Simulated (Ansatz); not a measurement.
**Polar AlN (0001) films against thickness**

What happens to a polar AlN (0001) film as it grows?

Program: Ansatz 0.2.0. Level of theory: plane-wave DFT, PBE, Ansatz PAW. Results are calculated unless marked as measured.

This is a report of a sequence of runs, with most program output left out.

**1. Starting point**

The cell holds 2 atoms: 1 N and 1 Al. Cell: a = 3.110 Å, b = 3.110 Å, c = 18.588 Å, α = 90.0°, β = 90.0°, γ = 120.0°. It derives from AlN (wurtzite AlN). Vacuum lies along c.

**2. Relaxing the film, 2 atoms, units 1**

The structure is relaxed first, because levels and dipoles at a surface follow the positions of the outer atoms.

input.yaml reads:

```yaml
crystal:
  lattice:
    - [3.11, 0.0, 0.0]
    - [-1.555, 2.69333901, 0.0]
    - [0.0, 0.0, 18.58764]
  atoms:
    - { symbol: "N", position: [0.66666667, 0.33333333, 0.4841927216] }
    - { symbol: Al, position: [0.33333333, 0.66666667, 0.5158072784] }
kpoints:
  mp_grid: { grid: [12, 12, 1] }
hamiltonian:
  xc: pbe
scf:
  occupations: { method: fermi_dirac, width: 0.03 }
  convergence: { dr2_threshold: 1.0e-09 }
efield:
  axis: 3
  dipole_correction: true
  ramp_position: 0.97
  ramp_width: 0.06
relax:
  f_tol: 0.01
  max_steps: 100
output:
  write_potential: true
  write_density: true
  volumetric_format: npy
```

Started as:

```console
$ ansatz run input.yaml --threads 4 --pin off --max-ram 6144MiB --backend cpu --events-out ev --progress --plain --runs-dir out
```

The job ended after 4.9 s (4 threads of Arm Neoverse N1, shared host; peak memory 0.39 GiB; 17 s of CPU time).

Relaxation path:

```csv
step,energy less that of the first step (eV),largest force component (eV/Å)
1,0.0000,3.4762
2,-0.6368,2.0211
3,-0.9925,0.1266
4,-0.9939,0.0007
```

The run keeps the 6 symmetry operations that it works with, so distortions that break them were not tested.

The atoms that moved most (Å):

```csv
atom,dx,dy,dz,length
N1,0.000,0.000,0.294,0.294
Al2,0.000,0.000,-0.294,0.294
```

Final coordinates:

```xyz
2
Lattice="3.1100 0.0000 0.0000 -1.5550 2.6933 0.0000 0.0000 0.0000 18.5876" Properties=species:S:1:pos:R:3
N     1.5550    0.8978    9.2939
Al    0.0000    1.7956    9.2938
```

This step gave:

```yaml
gap_on_the_k_mesh: 2.953 eV
dipole_along_the_normal: -4.23e-5 e·Å
ionisation_energy_upper_face: 5.323 eV
electron_affinity_upper_face: 2.370 eV
```

Running mean over 2.49 Å of the planar mean; the ramp of the sawtooth is left out. Table of electron's electrostatic potential energy less the Fermi level by z:

```csv
z (Å),electron's electrostatic potential energy less the Fermi level (eV)
2.83,3.83
3.27,3.83
3.72,3.83
4.16,3.83
4.61,3.83
5.06,3.83
5.50,3.83
5.95,3.81
6.39,3.77
6.84,3.60
7.29,3.03
7.73,1.30
8.18,-1.53
8.62,-3.82
9.07,-4.70
9.52,-4.70
9.96,-3.82
10.41,-1.52
10.86,1.30
11.30,3.03
11.75,3.60
12.19,3.77
12.64,3.81
13.09,3.83
13.53,3.83
13.98,3.83
14.42,3.83
14.87,3.83
15.32,3.83
15.76,3.83
```

The relaxation took 4 steps and lowered the energy by 0.99 eV; the largest force on the free atoms ends at 7.3e-4 eV/Å.

The gap is 2.95 eV, with the valence edge 5.32 eV and the conduction edge 2.37 eV under the upper vacuum level.

**3. Single point on the relaxed film, 2 atoms, units 1**

The film was relaxed beforehand; a single point on the relaxed positions gives its levels and potential.

input.yaml, the sections that differ from step 2:

```yaml
crystal:
  lattice:
    - [3.1100000024, 0.0, 0.0]
    - [-1.5550000012, 2.6933390079, 0.0]
    - [0.0, 0.0, 18.58764]
  atoms:
    - { symbol: "N", position: [0.6666666667, 0.3333333333, 0.5000034299] }
    - { symbol: Al, position: [0.3333333333, 0.6666666667, 0.4999965701] }
output:
  eigenvalues: true
  dos: { projected: true, e_range: [-7, 7] }
  write_potential: true
  write_density: true
  volumetric_format: npy
# kpoints, hamiltonian, scf, efield: as in step 2
# relax: removed
```

Run time: 2 s. Hardware: 4 threads; peak memory 0.38 GiB; 6.5 s of CPU time.

This step gave:

```
dipole along the normal : -5.33e-5 e·Å
```

Running mean over 2.49 Å of the planar mean; the ramp of the sawtooth is left out. Electron's electrostatic potential energy less the Fermi level against z:

(Unchanged from step 2.)

The density of states has structure finer than the step of the table below, so its rows give means over 0.25 eV, whole bins alone (the curve runs from -7 to 1.98 eV). Peaks (eV: height): -5.670: 2.80, -3.490: 1.70, -3.140: 3.64, -2.610: 3.84, -2.230: 2.08, -1.810: 2.36.

The density of states by energy, zero at the Fermi level of the run, which the smearing sets inside the gap; means over each step:

```csv
energy (eV),density of states (states/eV a cell)
-6.50,0
-6.25,0.670
-6.00,1.09
-5.75,1.67
-5.50,1.08
-5.25,0.559
-5.00,0.532
-4.75,0.542
-4.50,0.627
-4.25,0.670
-4.00,0.732
-3.75,1.12
-3.50,1.30
-3.25,1.78
-3.00,2.81
-2.75,1.31
-2.50,2.31
-2.25,1.57
-2.00,1.26
-1.75,1.69
-1.50,0.533
-1.25,0
-1.00,0
-0.75,0
-0.50,0
-0.25,0
0.00,0
0.25,0
0.50,0
0.75,0
1.00,0
1.25,0
1.50,0.0673
1.75,0.233
```

Layers: AlN from below. Table of projected DOS per atom by energy from the Fermi level; read off at these points:

energy from the Fermi level (eV), projected DOS per atom (states/eV) and a bar:
```
    -6.95       0.00 
    -6.62       0.00 
    -6.29       0.21 ####
    -6.07       0.51 ##########
    -5.74       0.79 ################
    -5.63       0.91 ###################
    -5.41       0.43 #########
    -5.08       0.26 #####
    -4.75       0.26 #####
    -4.53       0.31 ######
    -4.20       0.33 #######
    -3.87       0.39 ########
    -3.54       0.80 ################
    -3.21       0.95 ###################
    -2.99       1.46 ##############################
    -2.66       1.06 ######################
    -2.55       1.30 ###########################
    -2.33       0.92 ###################
    -2.00       0.61 ############
    -1.78       1.20 #########################
    -1.45       0.01 
    -1.12       0.00 
    -0.79       0.00 
    -0.46       0.00 
    -0.24       0.00 
     0.09       0.00 
     0.42       0.00 
     0.75       0.00 
     1.08       0.00 
     1.30       0.00 
     1.63       0.08 ##
     1.96       0.09 ##
```

The vacuum levels of the two faces differ by 0.00 eV, and the gap is 2.95 eV. Cations and anions have moved into nearly the same planes, so this film is no longer polar.

**4. Relaxation, 4 atoms, units 2**

System of this step: AlN (0001), 2 units. The cell holds 4 atoms: 2 N and 2 Al. Cell: a = 3.110 Å, b = 3.110 Å, c = 21.078 Å, α = 90.0°, β = 90.0°, γ = 120.0°. It derives from AlN (wurtzite AlN). Vacuum lies along c.

The next thickness, treated alike, to follow how potential and charge build up across the film.

input.yaml, the sections that differ from step 3:

```yaml
crystal:
  lattice:
    - [3.11, 0.0, 0.0]
    - [-1.555, 2.69333901, 0.0]
    - [0.0, 0.0, 21.07764]
  atoms:
    - { symbol: "N", position: [0.66666667, 0.33333333, 0.4269927753] }
    - { symbol: Al, position: [0.33333333, 0.66666667, 0.4548725569] }
    - { symbol: "N", position: [0.33333333, 0.66666667, 0.5451274431] }
    - { symbol: Al, position: [0.66666667, 0.33333333, 0.5730072247] }
relax:
  f_tol: 0.01
  max_steps: 100
output:
  write_potential: true
  write_density: true
  volumetric_format: npy
# kpoints, hamiltonian, scf, efield: as in step 3
```

Wall time 14 s (4 threads); peak memory 0.4 GiB; 50 s of CPU time.

Step by step:

```csv
step,energy less that of the first step (eV),largest force component (eV/Å)
1,0.0000,3.8339
2,-0.6301,3.1720
3,-1.8710,1.5733
4,-2.0312,0.8140
5,-2.0907,0.1528
6,-2.0931,0.0330
7,-2.0932,0.0006
```

Forces are held to the 6 operations that the run works with; a distortion that breaks them can't arise in this run.

The atoms that moved most (Å):

```csv
atom,dx,dy,dz,length
Al4,0.000,0.000,-0.496,0.496
N1,0.000,0.000,0.378,0.378
N3,0.000,0.000,0.209,0.209
Al2,0.000,0.000,-0.092,0.092
```

The relaxed structure:

```cif
data_structure
_symmetry_space_group_name_H-M 'P 1'
_symmetry_Int_Tables_number 1
_cell_length_a 3.1100
_cell_length_b 3.1100
_cell_length_c 21.0776
_cell_angle_alpha 90.000
_cell_angle_beta 90.000
_cell_angle_gamma 120.000
_cell_volume 176.55
loop_
_atom_site_label
_atom_site_type_symbol
_atom_site_fract_x
_atom_site_fract_y
_atom_site_fract_z
_atom_site_occupancy
N1 N 0.66667 0.33333 0.44494 1
Al2 Al 0.33333 0.66667 0.45053 1
N3 N 0.33333 0.66667 0.55506 1
Al4 Al 0.66667 0.33333 0.54947 1
```

This step gave:

| Property | Result |
| --- | --- |
| gap on the k-mesh | 3.808 eV |
| dipole along the normal | 6.27e-6 e·Å |
| ionisation energy, upper face | 5.663 eV |
| electron affinity, upper face | 1.855 eV |

The relaxation took 7 steps and lowered the energy by 2.1 eV; the largest force on the free atoms ends at 6.5e-4 eV/Å.

The gap is 3.81 eV, with the valence edge 5.66 eV and the conduction edge 1.86 eV under the upper vacuum level.

**5. The relaxed film, single point, 4 atoms, units 2**

input.yaml, the sections that differ from step 4:

```yaml
crystal:
  lattice:
    - [3.1100000024, 0.0, 0.0]
    - [-1.5550000012, 2.6933390079, 0.0]
    - [0.0, 0.0, 21.07764]
  atoms:
    - { symbol: "N", position: [0.6666666667, 0.3333333333, 0.4449357263] }
    - { symbol: Al, position: [0.3333333333, 0.6666666667, 0.4505288629] }
    - { symbol: "N", position: [0.3333333333, 0.6666666667, 0.5550639743] }
    - { symbol: Al, position: [0.6666666667, 0.3333333333, 0.5494714366] }
output:
  eigenvalues: true
  dos: { projected: true, e_range: [-7, 7] }
  write_potential: true
  write_density: true
  volumetric_format: npy
  elf: true
# kpoints, hamiltonian, scf, efield: as in step 4
# relax: removed
```

Elapsed: 3.2 s, on 4 threads; peak memory 0.38 GiB.

This step gave:

| Quantity | Value |
| --- | --- |
| gap on the k-mesh | 3.809 eV |
| dipole along the normal | 7.74e-7 e·Å |

The density of states has structure finer than the step of the table below, so its rows give means over 0.25 eV, whole bins alone (the curve runs from -7 to 1.98 eV). Peaks (eV: height): -6.440: 4.58, -4.470: 3.90, -3.980: 7.64, -3.210: 4.39, -2.330: 10.9, -2.050: 8.30, -1.950: 5.51.

The density of states by energy, zero at the Fermi level of the run, which the smearing sets inside the gap; means over each step:

energy (eV), density of states (states/eV a cell) and a bar:
```
    -6.75        1.4 ##########
    -6.50        3.0 #####################
    -6.25        2.1 ##############
    -6.00        2.0 ##############
    -5.75        2.5 ##################
    -5.50        0.9 #######
    -5.25        0.8 ######
    -5.00        1.0 #######
    -4.75        2.0 ##############
    -4.50        2.9 #####################
    -4.25        1.9 #############
    -4.00        3.4 ########################
    -3.75        2.4 #################
    -3.50        2.5 ##################
    -3.25        3.5 #########################
    -3.00        2.6 ##################
    -2.75        1.3 #########
    -2.50        0.8 ######
    -2.25        4.3 ##############################
    -2.00        4.2 ##############################
    -1.75        0.0 
    -1.50        0.0 
    -1.25        0.0 
    -1.00        0.0 
    -0.75        0.0 
    -0.50        0.0 
    -0.25        0.0 
     0.00        0.0 
     0.25        0.0 
     0.50        0.0 
     0.75        0.0 
     1.00        0.0 
     1.25        0.0 
     1.50        0.0 
     1.75        0.0
```

Projected DOS per atom over height of the atomic layer and energy from the Fermi level. Layers: AlN AlN from below.

Ten even steps from '_' (0.00 states/eV) to '@' (0.78 states/eV), each cell a mean:
```
____
____
____
____
____
____
____
____
____
++++
@@@@
----
@@@@
%%%%
@@@@
####
++++
::::
====
****
%%%%
====
```
Columns: height of the atomic layer (Å) from 9.44 to 11.6; rows upwards: energy from the Fermi level (eV) from -6.95 to 1.96.

Electrostatic potential energy in the ca plane at fractional y = 0.333, with atoms of N and Al within 0.2 Å of it. With pseudopotentials it is smooth inside the atoms' cores, unlike the true potential.

Values in eV, 5 rows by 16 columns, each cell a mean:
```
  3   3   3   3   3   3   3  -4 -10  -8 -15  -3   2   3   3   3
  3   3   3   3   3   3   3 -10 -16 -11 -10  -7   2   3   3   3
  3   3   3   3   3   3   3  -4 -10  -8 -15  -3   2   3   3   3
  3   3   3   3   3   3   2  -3  -8  -2  -3   2   3   3   3   3
  3   3   3   3   3   3   2  -3  -8  -2  -3   2   3   3   3   3
```
Columns run along c (16.0 Å, from fractional 0.07 to 0.83 of the cell; values clipped at the 3rd and 97th percentile), rows up along a (3.1 Å). Atoms in or near the plane, at fractional coordinates: N at (0.44, 0.67), Al at (0.55, 0.67).

Valence density in the ca plane at fractional y = 0.333, with atoms of N and Al within 0.2 Å of it. It is the smooth field of the valence electrons, not physical close to the nuclei.

Values in e/Å³, 5 rows by 16 columns, each cell a mean:
```
0.0 0.0 0.0 0.0 0.0 0.0 0.0 0.7 1.2 0.2 0.2 0.1 0.0 0.0 0.0 0.0
0.0 0.0 0.0 0.0 0.0 0.0 0.0 1.6 2.5 0.3 0.1 0.1 0.0 0.0 0.0 0.0
0.0 0.0 0.0 0.0 0.0 0.0 0.0 0.8 1.2 0.2 0.2 0.1 0.0 0.0 0.0 0.0
0.0 0.0 0.0 0.0 0.0 0.0 0.0 0.2 0.3 0.2 0.5 0.1 0.0 0.0 0.0 0.0
0.0 0.0 0.0 0.0 0.0 0.0 0.0 0.2 0.2 0.2 0.5 0.1 0.0 0.0 0.0 0.0
```
Columns run along c (16.0 Å, from fractional 0.07 to 0.83 of the cell), rows up along a (3.1 Å). Atoms in or near the plane, at fractional coordinates: N at (0.44, 0.67), Al at (0.55, 0.67).

ELF in the ca plane at fractional y = 0.333, with atoms of N and Al within 0.2 Å of it. It is the smooth field of the valence electrons, not physical close to the nuclei.

Values, 5 rows by 16 columns, each cell a mean:
```
0.00 0.00 0.00 0.00 0.00 0.03 0.29 0.76 0.75 0.29 0.31 0.26 0.03 0.00 0.00 0.00
0.00 0.00 0.00 0.00 0.00 0.05 0.37 0.69 0.54 0.38 0.03 0.09 0.02 0.00 0.00 0.00
0.00 0.00 0.00 0.00 0.00 0.03 0.29 0.75 0.74 0.30 0.30 0.26 0.03 0.00 0.00 0.00
0.00 0.00 0.00 0.00 0.00 0.01 0.09 0.38 0.37 0.32 0.71 0.43 0.06 0.00 0.00 0.00
0.00 0.00 0.00 0.00 0.00 0.01 0.09 0.37 0.36 0.32 0.72 0.43 0.06 0.00 0.00 0.00
```
Columns run along c (16.0 Å, from fractional 0.07 to 0.83 of the cell), rows up along a (3.1 Å). Atoms in or near the plane, at fractional coordinates: N at (0.44, 0.67), Al at (0.55, 0.67).

The vacuum levels of the two faces differ by 0.00 eV, and the gap is 3.81 eV. Cations and anions have moved into nearly the same planes, so this film is no longer polar.

**6. Before relaxing, 4 atoms, units 2**

For comparison, the film as cut from the bulk, to show what relaxation does to the dipole.

input.yaml, the sections that differ from step 5:

```yaml
crystal:
  lattice:
    - [3.11, 0.0, 0.0]
    - [-1.555, 2.69333901, 0.0]
    - [0.0, 0.0, 21.07764]
  atoms:
    - { symbol: "N", position: [0.66666667, 0.33333333, 0.4269927753] }
    - { symbol: Al, position: [0.33333333, 0.66666667, 0.4548725569] }
    - { symbol: "N", position: [0.33333333, 0.66666667, 0.5451274431] }
    - { symbol: Al, position: [0.66666667, 0.33333333, 0.5730072247] }
output:
  write_potential: true
  write_density: true
  volumetric_format: npy
# kpoints, hamiltonian, scf, efield: as in step 5
```

Elapsed: 3.1 s, on 4 threads; peak memory 0.39 GiB.

This step gave:

```yaml
energy_at_zero_smearing: -1845.0661 eV
work_function_upper_face: 3.358 eV
work_function_lower_face: 7.656 eV
dipole_along_the_normal: 0.1989 e·Å
step_between_the_vacuum_levels: -4.298 eV
```

The vacuum levels of the two faces differ by 4.30 eV, and there is no gap.

**7. Relaxation, 6 atoms, units 3**

System of this step: AlN (0001), 3 units. The cell holds 6 atoms: 3 N and 3 Al. Its edges and angles: a = 3.110 Å, b = 3.110 Å, c = 23.568 Å, α = 90.0°, β = 90.0°, γ = 120.0°. It derives from AlN (wurtzite AlN). Vacuum lies along c.

input.yaml, the sections that differ from step 6:

```yaml
crystal:
  lattice:
    - [3.11, 0.0, 0.0]
    - [-1.555, 2.69333901, 0.0]
    - [0.0, 0.0, 23.56764]
  atoms:
    - { symbol: "N", position: [0.66666667, 0.33333333, 0.3818795603] }
    - { symbol: Al, position: [0.33333333, 0.66666667, 0.4068137497] }
    - { symbol: "N", position: [0.33333333, 0.66666667, 0.4875329053] }
    - { symbol: Al, position: [0.66666667, 0.33333333, 0.5124670947] }
    - { symbol: "N", position: [0.66666667, 0.33333333, 0.5931862503] }
    - { symbol: Al, position: [0.33333333, 0.66666667, 0.6181204397] }
relax:
  f_tol: 0.01
  max_steps: 100
# kpoints, hamiltonian, scf, efield, output: as in step 6
```

The job ended after 27 s (4 threads; peak memory 0.44 GiB; 1.7 min of CPU time).

Step by step:

```csv
step,energy less that of the first step (eV),largest force component (eV/Å)
1,0.0000,2.6520
2,-0.2955,2.0109
3,-1.2691,1.6136
4,-1.8736,0.7008
5,-1.9574,0.4520
6,-1.9678,0.2070
7,-1.9720,0.0268
8,-1.9721,0.0020
```

The run keeps the 6 symmetry operations that it works with, so distortions that break them were not tested.

The atoms that moved most (Å):

```csv
atom,dx,dy,dz,length
Al6,0.000,0.000,-0.601,0.601
N1,0.000,0.000,0.503,0.503
N3,0.000,0.000,0.294,0.294
Al4,0.000,0.000,-0.294,0.294
N5,0.000,0.000,0.084,0.084
Al2,0.000,0.000,0.013,0.013
```

The relaxed structure:

```xyz
6
Lattice="3.1100 0.0000 0.0000 -1.5550 2.6933 0.0000 0.0000 0.0000 23.5676" Properties=species:S:1:pos:R:3
N     1.5550    0.8978    9.5032
Al    0.0000    1.7956    9.6007
N     0.0000    1.7956   11.7839
Al    1.5550    0.8978   11.7838
N     1.5550    0.8978   14.0644
Al    0.0000    1.7956   13.9670
```

The relaxation took 8 steps and lowered the energy by 2.0 eV; the largest force on the free atoms ends at 0.0020 eV/Å.

The gap is 3.80 eV, with the valence edge 5.53 eV and the conduction edge 1.73 eV under the upper vacuum level.

**8. Single point on the relaxed film, 6 atoms, units 3**

input.yaml, the sections that differ from step 7:

```yaml
crystal:
  lattice:
    - [3.1100000024, 0.0, 0.0]
    - [-1.5550000012, 2.6933390079, 0.0]
    - [0.0, 0.0, 23.56764]
  atoms:
    - { symbol: "N", position: [0.6666666667, 0.3333333333, 0.4032301023] }
    - { symbol: Al, position: [0.3333333333, 0.6666666667, 0.4073662959] }
    - { symbol: "N", position: [0.3333333333, 0.6666666667, 0.5000022651] }
    - { symbol: Al, position: [0.6666666667, 0.3333333333, 0.4999983611] }
    - { symbol: "N", position: [0.6666666667, 0.3333333333, 0.5967672993] }
    - { symbol: Al, position: [0.3333333333, 0.6666666667, 0.5926356763] }
output:
  eigenvalues: true
  dos: { projected: true, e_range: [-7, 7] }
  write_potential: true
  write_density: true
  volumetric_format: npy
# kpoints, hamiltonian, scf, efield: as in step 7
# relax: removed
```

Wall time 4.9 s (4 threads); peak memory 0.42 GiB; 18 s of CPU time.

The density of states has structure finer than the step of the table below, so its rows give means over 0.25 eV, whole bins alone (the curve runs from -7 to 1.98 eV). Peaks (eV: height): -5.110: 7.93, -5.040: 8.95, -3.910: 5.70, -3.420: 5.67, -3.000: 6.57, -2.820: 5.88, -1.980: 6.46.

The density of states by energy, zero at the Fermi level of the run, which the smearing sets inside the gap; means over each step:

energy (eV), density of states (states/eV a cell) and a bar:
```
    -6.75       2.01 ############
    -6.50       2.72 ################
    -6.25       1.34 ########
    -6.00       1.23 #######
    -5.75       2.08 ############
    -5.50       1.92 ###########
    -5.25       3.57 ####################
    -5.00       5.22 ##############################
    -4.75       3.25 ###################
    -4.50       1.87 ###########
    -4.25       2.77 ################
    -4.00       4.38 #########################
    -3.75       3.34 ###################
    -3.50       3.95 #######################
    -3.25       3.48 ####################
    -3.00       4.17 ########################
    -2.75       4.12 ########################
    -2.50       2.35 ##############
    -2.25       3.10 ##################
    -2.00       2.83 ################
    -1.75       0.00 
    -1.50       0.00 
    -1.25       0.00 
    -1.00       0.00 
    -0.75       0.00 
    -0.50       0.00 
    -0.25       0.00 
     0.00       0.00 
     0.25       0.00 
     0.50       0.00 
     0.75       0.00 
     1.00       0.00 
     1.25       0.00 
     1.50       0.00 
     1.75       0.00
```

The vacuum levels of the two faces differ by 0.00 eV, and the gap is 3.80 eV. Cations and anions have moved into nearly the same planes, so this film is no longer polar.

(Part 1 of 3 ends here.)

[Logs are printed without paths, hosts, clocks, repeated set-up lines and the standing remarks that a program may print on its own settings, such as how far it seeks lower states.]

[Hosts, paths, dates, database ids (printed as entryN), source tags and the programs' standing remarks are cut or masked in the printed files.]

[Maps of the electrostatic potential energy from Ansatz leave out the sawtooth potential of an applied field or a dipole correction, so their vacuum need not be flat; planar profiles and work functions include it.]

[The density of states shown here was stored with 400 of the rows of the run's finer table, so its peaks can read low, often by over a quarter, or be missed, and its means over a window can be off by a tenth or more.]
